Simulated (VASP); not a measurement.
**MgS in VASP: one cell, several levels of theory**

MgS (zincblende), under -3.0 % strain along z alone is computed at one geometry. Runs: PBE, r2SCAN. The results are then set beside those of Ansatz 0.2.0 for the same cell. This is a trial cell built on a prototype, not taken from a measured structure, and it needn't be the compound's ground state.

Program: VASP 6.6.1. PAW datasets, plane waves. Computed, not measured; no magnetism was allowed, and the structure may never have been made.

### Step 1. The cell

The cell comes from an earlier relaxation with r2SCAN in another program, then strained, with the atoms relaxed again.

The symmetry is I-4m2 (No. 119, tetragonal); a = 4.003 Å, c = 5.492 Å in the conventional setting, 22.01 Å³ an atom. Mg has 4 S at 2.43 Å; S has 4 Mg at 2.43 Å.

As a file:

```xyz
2
Lattice="0.0000 2.8309 2.7460 2.8309 0.0000 2.7460 2.8309 2.8309 0.0000" Properties=species:S:1:pos:R:3 pbc="T T T"
Mg    0.0000    0.0000    0.0000
S     1.4154    1.4154    1.3730
```

### Step 2. Single point with PBE

File INCAR:

```
ENCUT = 520.000000
SIGMA = 0.020000
EDIFF = 1.00e-07
GGA = PE
PREC = Accurate
IBRION = -1
ISIF = 2
ISMEAR = -1
NBANDS = 11
NELM = 120
NSW = 0
LASPH = .TRUE.
LCHARG = .FALSE.
LWAVE = .FALSE.
LREAL = .FALSE.
```

File KPOINTS:

```
KPOINTS created by Atomic Simulation Environment
0
Gamma
8 8 8
0 0 0
```

File KPOINTS_OPT:

```
special points
6
Reciprocal
0.0000000000 0.0000000000 0.0000000000 1
-0.5000000000 -0.5000000000 0.0000000000 1
-0.3750000000 -0.3750000000 0.2500000000 1
-0.3750000000 0.0000000000 0.3750000000 1
0.0000000000 0.0000000000 0.5000000000 1
-0.5000000000 -0.2500000000 0.2500000000 1
```

File POSCAR:

```
Mg S
 1.0000000000000000
     0.0000000000000000    2.8308768411999998    2.7459505360000001
     2.8308768411999998    0.0000000000000000    2.7459505360000001
     2.8308768411999998    2.8308768411999998    0.0000000000000000
 Mg  S
   1   1
Cartesian
  0.0000000000000000  0.0000000000000000  0.0000000000000000
  1.4154384205999999  1.4154384205999999  1.3729752680000000
```

The run uses the recommended PBE PAW datasets (8 valence electrons a neutral cell).

Launch:

```sh
> mpirun -np 1 vasp_std
```

Standard output, without the iteration lines:

```text
POSCAR found type information on POSCAR MgS
 POSCAR found :  2 types and       2 ions
 LDA part: xc-table for (Slater+PW92), standard interpolation
 POSCAR, INCAR and KPOINTS ok, starting setup
 FFT: planning ... GRIDC
 FFT: planning ... GRID_SOFT
 FFT: planning ... GRID
 WAVECAR not read
 entering main loop
 Start KPOINTS_OPT (optional k-point list driver)
k-point batch [1-6\6]
```

OSZICAR:

```text
N       E                     dE             d eps       ncg     rms          rms(c)
DAV:   1     0.246723859679E+02    0.24672E+02   -0.34424E+03  1322   0.581E+02
DAV:   2    -0.706364347872E+01   -0.31736E+02   -0.30688E+02  1578   0.995E+01
DAV:   3    -0.895060228879E+01   -0.18870E+01   -0.18841E+01  1581   0.263E+01
DAV:   4    -0.896596836004E+01   -0.15366E-01   -0.15365E-01  1590   0.287E+00
DAV:   5    -0.896614484396E+01   -0.17648E-03   -0.17648E-03  1641   0.305E-01    0.412E+00
DAV:   6    -0.848219727200E+01    0.48395E+00   -0.11846E+00  1436   0.409E+00    0.319E+00
DAV:   7    -0.844630269687E+01    0.35895E-01   -0.27348E-01  1538   0.215E+00    0.249E+00
DAV:   8    -0.845371458907E+01   -0.74119E-02   -0.22546E-02  1424   0.908E-01    0.139E+00
DAV:   9    -0.845288786133E+01    0.82673E-03   -0.23485E-03  1451   0.242E-01    0.425E-01
DAV:  10    -0.845308326481E+01   -0.19540E-03   -0.60686E-04  1484   0.117E-01    0.885E-02
DAV:  11    -0.845308758660E+01   -0.43218E-05   -0.53535E-05  1565   0.300E-02    0.493E-02
DAV:  12    -0.845308898858E+01   -0.14020E-05   -0.59992E-06  1514   0.124E-02    0.609E-03
DAV:  13    -0.845308898426E+01    0.43257E-08   -0.24767E-07  1624   0.258E-03
   1 F= -.84530890E+01 E0= -.84530890E+01  d E =-.152897E-11
       N       E                     dE             ncg
DAV:   1     0.756211032443E+03   -0.13991E+04      140
DAV:   2     0.584694882175E+03   -0.17152E+03      172
DAV:   3     0.575494827568E+03   -0.92001E+01      176
DAV:   4     0.575419457540E+03   -0.75370E-01      159
DAV:   5     0.575418573480E+03   -0.88406E-03      200
DAV:   6     0.575418564249E+03   -0.92307E-05      159
DAV:   7     0.575418564056E+03   -0.19314E-06      208
DAV:   8     0.575418564053E+03   -0.32533E-08      151
```

The lines after F= are the extra pass for the points of KPOINTS_OPT, at fixed density; their E is not a total energy.

From OUTCAR:

```text
k-points           NKPTS =     59   k-points in BZ     NKDIM =     59   number of bands    NBANDS=     11

   NELECT =       8.0000    total number of electrons

   dimension x,y,z NGX =    30 NGY =   30 NGZ =   30
   dimension x,y,z NGXF=    60 NGYF=   60 NGZF=   60

  energy-cutoff  :      520.00
  volume of cell :       44.01
      direct lattice vectors                 reciprocal lattice vectors
     0.000000000  2.830876841  2.745950536    -0.176623721  0.176623721  0.182086310
     2.830876841  0.000000000  2.745950536     0.176623721 -0.176623721  0.182086310
     2.830876841  2.830876841  0.000000000     0.176623721  0.176623721 -0.182086310

 k-points in reciprocal lattice and weights: KPOINTS created by Atomic Simulation Env
   0.00000000  0.00000000  0.00000000       0.002
   0.12500000 -0.00000000  0.00000000       0.016
   0.25000000 -0.00000000  0.00000000       0.016
   0.37500000 -0.00000000  0.00000000       0.016
   0.50000000 -0.00000000  0.00000000       0.008
   0.12500000  0.12500000  0.00000000       0.004
   0.25000000  0.12500000  0.00000000       0.016
   0.37500000  0.12500000  0.00000000       0.016
[... 51 more k-points ...]

 E-fermi :   1.7337

 k-point     1 :       0.0000    0.0000    0.0000
  band No.  band energies     occupation
      1     -10.1123      2.00000
      2       1.2332      2.00000
      3       1.2332      2.00000
      4       1.3085      2.00000
      5       4.8659      0.00000
      6       9.2792      0.00000
      7       9.2792      0.00000
      8       9.3104      0.00000
      9      11.8960      0.00000
     10      12.3909      0.00000
     11      15.1146      0.00000

 k-point     2 :       0.1250   -0.0000    0.0000
  band No.  band energies     occupation
      1     -10.0196      2.00000
      2       0.5615      2.00000
      3       1.1699      2.00000
      4       1.2375      2.00000
      5       5.5322      0.00000
      6       9.1035      0.00000
      7       9.4464      0.00000
      8       9.4968      0.00000
      9      11.4915      0.00000
     10      11.8733      0.00000
     11      14.5490      0.00000

 k-point     3 :       0.2500   -0.0000    0.0000
  band No.  band energies     occupation
      1      -9.7789      2.00000
      2      -0.6451      2.00000
      3       1.0274      2.00000
      4       1.1312      2.00000
      5       6.3730      0.00000
      6       9.1526      0.00000
      7       9.3814      0.00000
      8       9.6273      0.00000
      9      11.7213      0.00000
     10      11.7955      0.00000
     11      13.6943      0.00000

 k-point     4 :       0.3750   -0.0000    0.0000
  band No.  band energies     occupation
      1      -9.5081      2.00000
      2      -1.6060      2.00000
      3       0.8973      2.00000
      4       1.0347      2.00000
      5       6.5126      0.00000
      6       8.9707      0.00000
      7       9.2616      0.00000
      8       9.7894      0.00000
      9      12.9994      0.00000
     10      13.1627      0.00000
     11      13.7380      0.00000

 k-point     5 :       0.5000   -0.0000    0.0000
  band No.  band energies     occupation
      1      -9.3846      2.00000
      2      -1.9723      2.00000
      3       0.8465      2.00000
      4       0.9970      2.00000
      5       6.4693      0.00000
      6       8.7916      0.00000
      7       9.1069      0.00000
      8      10.0148      0.00000
      9      14.3537      0.00000
     10      14.3978      0.00000
     11      14.6948      0.00000

 k-point     6 :       0.1250    0.1250    0.0000
  band No.  band energies     occupation
      1      -9.9839      2.00000
      2       0.6040      2.00000
      3       1.0324      2.00000
      4       1.0324      2.00000
      5       5.7853      0.00000
      6       8.7223      0.00000
      7       9.7083      0.00000
      8       9.7083      0.00000
      9      11.0270      0.00000
     10      12.1770      0.00000
     11      15.6286      0.00000

 k-point     7 :       0.2500    0.1250    0.0000
  band No.  band energies     occupation
      1      -9.7884      2.00000
      2      -0.3283      2.00000
      3       0.8457      2.00000
      4       0.9422      2.00000
      5       6.5684      0.00000
      6       8.4447      0.00000
      7       9.6096      0.00000
      8       9.9526      0.00000
      9      10.9401      0.00000
     10      12.4891      0.00000
     11      14.8010      0.00000

[... the tables of k-points 8 to 59 left out ...]

  Total        0.7327283      0.7327283      0.8687012      0.0000000      0.0000000      0.0000000
  in kB       26.6740439     26.6740439     31.6239681      0.0000000      0.0000000      0.0000000
  external PRESSURE =      28.3240186 kB  Pullay stress =       0.0000000 kB

 POSITION                                       TOTAL-FORCE (eV/Angst)
 -----------------------------------------------------------------------------------
      0.00000      0.00000      0.00000         0.000000      0.000000      0.000000
      1.41544      1.41544      1.37298        -0.000000     -0.000000     -0.000000
 -----------------------------------------------------------------------------------
    total drift:                               -0.000000     -0.000000     -0.000000

  FREE ENERGIE OF THE ION-ELECTRON SYSTEM (eV)
  ---------------------------------------------------
  free  energy   TOTEN  =        -8.4530889843 eV

  energy  without entropy=       -8.4530889843  energy(sigma->0) =       -8.45308898
```

Hardware: 1 MPI rank of Intel Xeon Platinum 8488C, shared host.

The levels at the points of KPOINTS_OPT are read from vasprun.xml.

Band energies at the special points (eV, zero at the top of v, the last band that the electrons fill by count):

| point | v−1 | v | c | c+1 |
| --- | --- | --- | --- | --- |
| Γ | -0.08 | 0.00 | 3.56 | 7.97 |
| X | -1.21 | -1.21 | 3.76 | 5.49 |
| U | -2.01 | -0.99 | 4.70 | 6.86 |
| K | -1.99 | -0.84 | 4.83 | 7.10 |
| L | -0.46 | -0.31 | 5.16 | 7.48 |
| W | -1.95 | -1.43 | 5.44 | 7.93 |

Gap with PBE: 3.56 eV, direct (Γ). Pressure: 2.83 GPa; the forces vanish within 0.01 eV/Å.

### Step 3. Single point with r2SCAN

File INCAR:

```
ENCUT = 520.000000
SIGMA = 0.010000
EDIFF = 1.00e-07
ALGO = Normal
METAGGA = R2SCAN
PREC = Accurate
IBRION = -1
ISIF = 2
ISMEAR = 0
NBANDS = 11
NELM = 120
NSW = 0
LASPH = .TRUE.
LCHARG = .FALSE.
LWAVE = .FALSE.
LREAL = .FALSE.
```

KPOINTS is that of step 2.

KPOINTS_OPT is that of step 2.

POSCAR is that of step 2.

Launch:

```sh
> mpirun -np 1 vasp_std
```

Printed to the terminal (iteration lines stand in OSZICAR):

```text
POSCAR found type information on POSCAR MgS
 POSCAR found :  2 types and       2 ions
 -----------------------------------------------------------------------------
|                                                                             |
|                                                                             |
|     You enforced a specific xc type in the INCAR file but a different       |
|     I HOPE YOU KNOW WHAT YOU ARE DOING!                                     |
|                                                                             |
 -----------------------------------------------------------------------------

 LDA part: xc-table for (None), standard interpolation
 POSCAR, INCAR and KPOINTS ok, starting setup
 FFT: planning ... GRIDC
 FFT: planning ... GRID_SOFT
 FFT: planning ... GRID
 WAVECAR not read
 entering main loop
 Start KPOINTS_OPT (optional k-point list driver)
k-point batch [1-6\6]
```

OSZICAR:

```text
N       E                     dE             d eps       ncg     rms          rms(c)
DAV:   1     0.171287606424E+02    0.17129E+02   -0.35399E+03  1330   0.597E+02
DAV:   2    -0.152879092537E+02   -0.32417E+02   -0.31348E+02  1602   0.103E+02
DAV:   3    -0.171895236869E+02   -0.19016E+01   -0.18987E+01  1584   0.269E+01
DAV:   4    -0.172051204511E+02   -0.15597E-01   -0.15595E-01  1606   0.293E+00
DAV:   5    -0.172053019674E+02   -0.18152E-03   -0.18151E-03  1627   0.310E-01    0.430E+00
DAV:   6    -0.154269083537E+02    0.17784E+01   -0.12362E+00  1415   0.558E+00    0.435E+00
DAV:   7    -0.154308798575E+02   -0.39715E-02   -0.26289E-01  1505   0.234E+00    0.274E+00
DAV:   8    -0.154426144338E+02   -0.11735E-01   -0.10469E-02  1411   0.766E-01    0.113E-01
DAV:   9    -0.154428719972E+02   -0.25756E-03   -0.21938E-04  1794   0.919E-02    0.101E-01
DAV:  10    -0.154430809501E+02   -0.20895E-03   -0.21326E-04  1412   0.128E-01    0.457E-02
DAV:  11    -0.154430826391E+02   -0.16890E-05   -0.14260E-06  1691   0.857E-03    0.355E-03
DAV:  12    -0.154430822718E+02    0.36723E-06   -0.76774E-08  1503   0.226E-03    0.438E-04
DAV:  13    -0.154430821820E+02    0.89816E-07   -0.16217E-08  1070   0.889E-04
   1 F= -.15443082E+02 E0= -.15443082E+02  d E =-.505349E-25
       N       E                     dE             ncg
DAV:   1     0.744522552371E+03   -0.14108E+04      140
DAV:   2     0.565238188212E+03   -0.17928E+03      164
DAV:   3     0.555463331575E+03   -0.97749E+01      173
DAV:   4     0.555379061525E+03   -0.84270E-01      156
DAV:   5     0.555378068643E+03   -0.99288E-03      192
DAV:   6     0.555378054784E+03   -0.13859E-04      159
DAV:   7     0.555378054486E+03   -0.29802E-06      184
DAV:   8     0.555378054479E+03   -0.71253E-08      164
```

OUTCAR, selected sections:

```text
k-points           NKPTS =     59   k-points in BZ     NKDIM =     59   number of bands    NBANDS=     11

   NELECT =       8.0000    total number of electrons

   dimension x,y,z NGX =    30 NGY =   30 NGZ =   30
   dimension x,y,z NGXF=    60 NGYF=   60 NGZF=   60

  energy-cutoff  :      520.00
  volume of cell :       44.01
      direct lattice vectors                 reciprocal lattice vectors
     0.000000000  2.830876841  2.745950536    -0.176623721  0.176623721  0.182086310
     2.830876841  0.000000000  2.745950536     0.176623721 -0.176623721  0.182086310
     2.830876841  2.830876841  0.000000000     0.176623721  0.176623721 -0.182086310

 k-points in reciprocal lattice and weights: KPOINTS created by Atomic Simulation Env
   0.00000000  0.00000000  0.00000000       0.002
   0.12500000 -0.00000000  0.00000000       0.016
   0.25000000 -0.00000000  0.00000000       0.016
   0.37500000 -0.00000000  0.00000000       0.016
   0.50000000 -0.00000000  0.00000000       0.008
   0.12500000  0.12500000  0.00000000       0.004
   0.25000000  0.12500000  0.00000000       0.016
   0.37500000  0.12500000  0.00000000       0.016
[... 51 more k-points ...]

 E-fermi :   1.0836

 k-point     1 :       0.0000    0.0000    0.0000
  band No.  band energies     occupation
      1     -10.8817      2.00000
      2       0.9368      2.00000
      3       0.9368      2.00000
      4       1.0152      2.00000
      5       5.2528      0.00000
      6       9.6307      0.00000
      7       9.6307      0.00000
      8       9.6564      0.00000
      9      12.2195      0.00000
     10      12.7253      0.00000
     11      15.6918      0.00000

 k-point     2 :       0.1250   -0.0000    0.0000
  band No.  band energies     occupation
      1     -10.7866      2.00000
      2       0.2871      2.00000
      3       0.8728      2.00000
      4       0.9431      2.00000
      5       5.9023      0.00000
      6       9.4641      0.00000
      7       9.8035      0.00000
      8       9.8528      0.00000
      9      11.8126      0.00000
     10      12.2018      0.00000
     11      15.0701      0.00000

 k-point     3 :       0.2500   -0.0000    0.0000
  band No.  band energies     occupation
      1     -10.5401      2.00000
      2      -0.9303      2.00000
      3       0.7281      2.00000
      4       0.8358      2.00000
      5       6.7519      0.00000
      6       9.5301      0.00000
      7       9.7050      0.00000
      8       9.9684      0.00000
      9      12.0893      0.00000
     10      12.1523      0.00000
     11      14.1937      0.00000

 k-point     4 :       0.3750   -0.0000    0.0000
  band No.  band energies     occupation
      1     -10.2635      2.00000
      2      -1.9156      2.00000
      3       0.5953      2.00000
      4       0.7380      2.00000
      5       6.8947      0.00000
      6       9.2575      0.00000
      7       9.5584      0.00000
      8      10.1786      0.00000
      9      13.4248      0.00000
     10      13.6009      0.00000
     11      14.2997      0.00000

 k-point     5 :       0.5000   -0.0000    0.0000
  band No.  band energies     occupation
      1     -10.1377      2.00000
      2      -2.2925      2.00000
      3       0.5433      2.00000
      4       0.6997      2.00000
      5       6.8513      0.00000
      6       9.0672      0.00000
      7       9.3907      0.00000
      8      10.3935      0.00000
      9      14.7954      0.00000
     10      15.0282      0.00000
     11      15.1084      0.00000

 k-point     6 :       0.1250    0.1250    0.0000
  band No.  band energies     occupation
      1     -10.7499      2.00000
      2       0.3416      2.00000
      3       0.7335      2.00000
      4       0.7335      2.00000
      5       6.1459      0.00000
      6       9.0722      0.00000
      7      10.0801      0.00000
      8      10.0801      0.00000
      9      11.3391      0.00000
     10      12.5113      0.00000
     11      16.2211      0.00000

 k-point     7 :       0.2500    0.1250    0.0000
  band No.  band energies     occupation
      1     -10.5496      2.00000
      2      -0.6037      2.00000
      3       0.5436      2.00000
      4       0.6485      2.00000
      5       6.9188      0.00000
      6       8.8084      0.00000
      7       9.9324      0.00000
      8      10.3203      0.00000
      9      11.3231      0.00000
     10      12.8591      0.00000
     11      15.3113      0.00000

[... the tables of k-points 8 to 59 left out ...]

  Total        0.3957730      0.3957730      0.5557388      0.0000000      0.0000000      0.0000000
  in kB       14.4076135     14.4076135     20.2309655      0.0000000      0.0000000      0.0000000
  external PRESSURE =      16.3487308 kB  Pullay stress =       0.0000000 kB

 POSITION                                       TOTAL-FORCE (eV/Angst)
 -----------------------------------------------------------------------------------
      0.00000      0.00000      0.00000         0.000000      0.000000      0.000000
      1.41544      1.41544      1.37298        -0.000000     -0.000000     -0.000000
 -----------------------------------------------------------------------------------
    total drift:                               -0.000003     -0.000003     -0.000001

  FREE ENERGIE OF THE ION-ELECTRON SYSTEM (eV)
  ---------------------------------------------------
  free  energy   TOTEN  =       -15.4430821820 eV

  energy  without entropy=      -15.4430821820  energy(sigma->0) =      -15.44308218
```

Hardware: 1 MPI rank of Intel Xeon Platinum 8488C, shared host.

The levels at the points of KPOINTS_OPT are read from vasprun.xml.

Near the gap, in eV above the top of the last filled band v; c is the band after it:

| point | v−1 | v | c | c+1 |
| --- | --- | --- | --- | --- |
| Γ | -0.08 | 0.00 | 4.24 | 8.62 |
| X | -1.24 | -1.24 | 4.20 | 6.09 |
| U | -2.04 | -1.01 | 5.17 | 7.49 |
| K | -2.01 | -0.86 | 5.31 | 7.73 |
| L | -0.47 | -0.32 | 5.84 | 8.05 |
| W | -1.98 | -1.44 | 5.89 | 8.62 |

r2SCAN gives an indirect gap of 4.20 eV, from Γ to X; the least direct gap is 4.24 eV. The pressure is 1.63 GPa; the forces vanish within 0.01 eV/Å.

### Step 4. Results

| level | gap (eV) | pressure (GPa) | Ansatz: gap (eV) | Ansatz: pressure (GPa) |
| --- | --- | --- | --- | --- |
| PBE | 3.56 | 2.83 | 3.56 | 2.98 |
| r2SCAN | 4.20 | 1.63 | 4.19 | 1.92 |

What this shows: The gap runs from 3.56 eV (PBE) to 4.20 eV (r2SCAN). At this one volume the pressure spans 1.6 GPa (r2SCAN) to 2.8 GPa (PBE): PBE wants the largest cell and r2SCAN the smallest. The two programs agree on the gap within 0.02 eV, far less than the spread between functionals. Datasets and cutoffs are each program's own. VASP's cell holds 8 valence electrons and Ansatz's 16.
